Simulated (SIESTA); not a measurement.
Crystal: InAs.

```xyz
2
Lattice="0.0000 3.0180 3.0180 3.0180 0.0000 3.0180 3.0180 3.0180 0.0000" Properties=species:S:1:pos:R:3 pbc="T T T"
In    0.0000    0.0000    0.0000
As    4.5270    4.5270    4.5270
```

Base run:

```yaml
Program: SIESTA 5.4.2
Functional: PBEsol
Potentials_or_basis: PseudoDojo 0.4 standard (PBEsol files)
Basis: DZP (energy shift 0.003 Ry; two zetas on semicore shells)
Grid_cutoff: 500 Ry
Energy_shift: 0.003 Ry
k_mesh: 8 × 8 × 8
Occupations: fermi-dirac, width 0.05 eV
Spin: no spin polarisation
```

Its results: band gap on the k mesh none (metal or under the smearing width); pressure 1.7 GPa.

Problem. The run is repeated on the same cell with these changes: functional from PBEsol to LDA; potentials or basis from PseudoDojo 0.4 standard (PBEsol files) to PseudoDojo 0.4 standard (LDA files). What comes out?

Solution. Band gap on the k mesh none (metal or under the smearing width); pressure -0.3 GPa.

Caveats: the basis of atomic orbitals isn't converged, which shifts pressures, moduli and gaps; spin-orbit coupling is left out, which moves the levels of the heavy elements (some runs).
